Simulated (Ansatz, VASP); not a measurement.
**Two plane-wave programs on Al2Ru**

```
Al Ru
1.0
    -1.56042    1.56042    4.22181
     1.56042   -1.56042    4.22181
     1.56042    1.56042   -4.22181
Al Ru
2 1
Direct
  0.65920 0.65920 0.00000
  0.34080 0.34080 0.00000
  0.00000 0.00000 0.00000
```

Alike in both runs: task single point; functional PBEsol; k mesh 14 × 14 × 14; occupations gaussian, width 0.1 eV; no spin polarisation.

|  | VASP | Ansatz |
| --- | --- | --- |
| version | VASP 6.6.1 | Ansatz 0.2.0 |
| potentials or method | VASP PAW PBE potentials, release 64 (Al, Ru_pv) | scalar-relativistic, plane waves, PAW |
| plane-wave cutoff (eV) | 520 | 420 |
| valence electrons in the cell | 20 | 22 |

```tsv
	VASP	Ansatz	Ansatz less VASP
gap on the k mesh at the Fermi level (eV)	none	none	-
pressure (GPa)	-0.4	-0.4	-0.07
largest component of the traceless stress (GPa)	0.42	0.45	+0.022
rms of the force components (eV/Å)	0.022	0.022	+0.0004
```

Atom by atom the forces differ by 0.000 eV/Å (rms over components). A gap of «none» marks a metal or a gap that the smearing closes. With one functional, cell and mesh, what is left measures potentials, basis and numerics. The two sets of potentials don't hold the same shells in valence.

Caveats: the PAW data sets were made with another functional, which shifts forces and pressure a little (VASP).
